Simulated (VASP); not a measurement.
Runs of VASP 6.6.1 on Cs2SnI6. It takes space group Fm-3m (No. 225, cubic). Conventional cell: a = 11.575 Å, b = 11.575 Å, c = 11.575 Å, α = 90.00°, β = 90.00°, γ = 90.00°. Cs (site symmetry -43m) is surrounded by 12 I at 4.09 Å. Around Sn (site symmetry m-3m) lie 6 I at 2.87 Å. Around I (site symmetry 4mm) lie 1 Sn at 2.87 Å. 

```csv
task,level,potentials or basis,spin,cell,cutoff (eV),gap on the mesh (eV),pressure (GPa),largest force (eV/Å)
relaxation of cell and atoms,PBEsol,"VASP PAW PBE potentials, release 64 (Cs_sv, Sn_d, I)",off,relaxed,600,none,0.0,-
band structure,LDA,"VASP PAW LDA potentials, release 64 (Cs_sv, Sn_d, I)",off,"Fm-3m, 42.91 Å³/atom",520,-,-1.0,(b)
band structure,TB-mBJ,"VASP PAW PBE potentials, release 64 (Cs_sv, Sn_d, I)",off,"Fm-3m, 42.91 Å³/atom",520,0.62,-,-
band structure,r2SCAN,"VASP PAW PBE potentials, release 64 (Cs_sv, Sn_d, I)",off,"Fm-3m, 42.91 Å³/atom",520,(a),0.9,0.01
```

Alike in all rows: k mesh 6 × 6 × 6; smearing gaussian 0.03 eV.

Q: Fill in the values left out.

A: (a) 0.25; (b) 0.05.

Caveats: the PAW data sets were made with another functional, which shifts forces and pressure a little (some runs); spin-orbit coupling is left out, which moves the levels of the heavy elements (some runs).

A k mesh can miss the band edges, and the runs leave out spin-orbit coupling on Cs, I, Sn.

A gap of «none» marks a metal or a gap under the smearing width.

Runs at the PBE level aren't shown here.
